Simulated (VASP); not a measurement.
Write the native input for VASP 6.6.1 that does the following.

```yaml
Task: relaxation of shape and atoms at fixed volume
Functional: PBEsol
Potentials_or_basis: VASP PAW PBE potentials, release 64 (Al, N)
Cutoff: 600 eV
k_mesh: 12 × 12 × 6
Occupations: gaussian, width 0.03 eV
Spin: no spin polarisation
Further_INCAR_settings: ALGO = Normal; EDIFF = 1e-07; IBRION = 2; EDIFFG = -0.01; NSW = 40; ISIF = 4
```

The structure of AlN lies in POSCAR:

```
AlN                                     
1.0
    3.0710277712      0.0000000000      0.0000000000
   -1.5355138856      2.6595880656     -0.0000000000
   -0.0000000000     -0.0000000000      4.9144830506
  Al              N             
     2     2
Direct
     0.3333333332999970    0.6666666667000030    0.9989855796421117
     0.6666666667000030    0.3333333332999970    0.4989855796421115
     0.3333333332999970    0.6666666667000030    0.3810144203578910
     0.6666666667000030    0.3333333332999970    0.8810144203578909
```

The cell isn't the ideal one: a relaxed cell with its volume scaled by 0.96.

The input as run:

INCAR

```
PREC = Accurate
ENCUT = 600
EDIFF = 1E-7
ISMEAR = 0
SIGMA = 0.03
LREAL = F
LASPH = T
NELM = 80
ALGO = Normal
ISIF = 4
LWAVE = F
LCHARG = F
GGA = PS
IBRION = 2
NSW = 40
EDIFFG = -0.01
```

KPOINTS

```
regular mesh
0
Gamma
  12 12 6
```

Potentials or basis: VASP PAW PBE potentials, release 64 (Al, N).

Command:

```bash
$ cat potpaw_PBE.64/Al/POTCAR potpaw_PBE.64/N/POTCAR > POTCAR
$ mpirun -np 1 vasp_std > vasp.out
```

It gave:

| Quantity | Value |
| --- | --- |
| Energy gained by relaxing | 0.1 meV/atom |
| Ionic steps | 5 |
| Pressure after relaxing | 8.9 GPa |
| Band gap on the k mesh | 4.46 eV, direct |

Caveat: the PAW data sets were made with another functional, which shifts forces and pressure a little.

It took 74 s on 1 thread of AMD EPYC 9R45 (Zen 5) (shared host), peak memory 0.16 GiB.
